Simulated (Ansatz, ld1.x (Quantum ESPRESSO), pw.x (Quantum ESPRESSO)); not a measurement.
pw.x on fcc C: one setting changed

Potential: norm-conserving Troullier–Martins (Kleinman–Bylander form), ld1.x (Quantum ESPRESSO) 7.5, PBE; core [He], reference 2s2 2p2; waves: 2s (bound): rc 0.90 bohr; 2p (bound): rc 2.00 bohr; 3d channel at 0.5 Ry: rc 1.28 bohr; local part: the d channel; core correction: none.

The reference run (k-mesh 18³, cutoffs 135/540 Ry, Fermi–Dirac 0.01 Ry, mixing_beta 0.4, conv_thr 1e-9, no spin) gives -1.89 GPa at 7.456 Å³/atom, where all-electron LAPW gives -2.58 GPa. This run, with its own iteration cap, changes mixing_beta to 0.05.

```
&control
  calculation='scf', prefix='x', pseudo_dir='./', outdir='./tmp', tstress=.true., disk_io='none'
/
&system
  ibrav=0, nat=1, ntyp=1, ecutwfc=135, ecutrho=540, nbnd=9,
  occupations='smearing', smearing='fd', degauss=0.01
/
&electrons
  conv_thr=1e-09, mixing_beta=0.05, electron_maxstep=60
/
ATOMIC_SPECIES
C 1.0 C.UPF
CELL_PARAMETERS angstrom
  0.00000000 1.55057211 1.55057211
  1.55057211 0.00000000 1.55057211
  1.55057211 1.55057211 0.00000000
ATOMIC_POSITIONS crystal
C 0.0000 0.0000 0.0000
K_POINTS automatic
18 18 18 0 0 0
```

```bash
pw.x < C.scf.in > C.scf.out
```

Task: How does the run end?

Result: It converges in 7 iterations; the free energy moves by +0.0 meV/atom and the pressure by +0.00 GPa. The result is that of the reference run.

```
Message from routine setup:
     using ibrav=0 with symmetry is DISCOURAGED, use correct ibrav instead
     lattice parameter (alat)  =       4.1439  a.u.
     unit-cell volume          =      50.3156 (a.u.)^3
     number of electrons       =         4.00
     number of Kohn-Sham states=            9
     kinetic-energy cutoff     =     135.0000  Ry
     charge density cutoff     =     540.0000  Ry
     scf convergence threshold =      1.0E-09
     Exchange-correlation= PBE
     number of k points=   195  Fermi-Dirac smearing, width (Ry)=  0.0100
     iteration #  1     ecut=   135.00 Ry     beta= 0.05
     total energy              =     -11.02868102 Ry
     estimated scf accuracy    <       0.00058439 Ry
     iteration #  2     ecut=   135.00 Ry     beta= 0.05
     total energy              =     -11.02866610 Ry
     estimated scf accuracy    <       0.00052141 Ry
     iteration #  3     ecut=   135.00 Ry     beta= 0.05
     total energy              =     -11.02869802 Ry
     estimated scf accuracy    <       0.00000720 Ry
     iteration #  4     ecut=   135.00 Ry     beta= 0.05
     total energy              =     -11.02869582 Ry
     estimated scf accuracy    <       0.00000628 Ry
     iteration #  5     ecut=   135.00 Ry     beta= 0.05
     total energy              =     -11.02869628 Ry
     estimated scf accuracy    <          9.0E-09 Ry
     iteration #  6     ecut=   135.00 Ry     beta= 0.05
     total energy              =     -11.02869628 Ry
     estimated scf accuracy    <          1.0E-09 Ry
     iteration #  7     ecut=   135.00 Ry     beta= 0.05
     the Fermi energy is    10.1467 ev
!    total energy              =     -11.02869628 Ry
     estimated scf accuracy    <          5.9E-10 Ry
     smearing contrib. (-TS)   =      -0.00172275 Ry
     The total energy is F=E-TS. E is the sum of the following terms:
     one-electron contribution =       4.27354829 Ry
     hartree contribution      =       0.39025900 Ry
     xc contribution           =      -3.17305522 Ry
     ewald contribution        =     -12.51772560 Ry
     convergence has been achieved in   7 iterations
          total   stress  (Ry/bohr**3)                   (kbar)     P=      -18.85
     Message from routine punch:
     Nothing written, as per user request (disk_io='none')
```

The run took about 29 s on one core of a shared host (Neoverse-N1, 64 threads, 124 GiB, load 63).
